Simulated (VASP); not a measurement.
Here is a VASP 6.6.1 calculation.

The input INCAR:

```
ALGO = Fast ; EDIFF = 1E-6
ENCUT = 520 ; ISIF = 2
ISMEAR = 0 ; LASPH = True
LCHARG = False ; LREAL = False
LWAVE = False ; NBANDS = 15
NELM = 100 ; PREC = Accurate
SIGMA = 0.01
```

File KPOINTS:

```
Automatic mesh
0
Gamma
  5 5 5
  0.5 0.5 0.5
```

File POSCAR:

```
BaTe
1.0
    4.2624660000      0.0000000000      0.0000000000
    0.0000000000      4.2624660000      0.0000000000
    0.0000000000      0.0000000000      4.2624660000
Ba Te
1 1
Direct
    0.0000000000      0.0000000000      0.0000000000
    0.5000000000      0.5000000000      0.5000000000
```

Potentials or basis: VASP PAW LDA potentials, release 64 (Ba_sv, Te).

Launch:

```bash
$ cat potpaw_LDA.64/Ba_sv/POTCAR potpaw_LDA.64/Te/POTCAR > POTCAR
$ mpirun -np 1 vasp_std > vasp.out
```

(1) Estimate the band gap on the k mesh.

(2) What does it give for the pressure?

Results:

(1) 1.60 eV, direct.

(2) -2.9 GPa.

Caveat: spin-orbit coupling is left out, which moves the levels of the heavy elements.
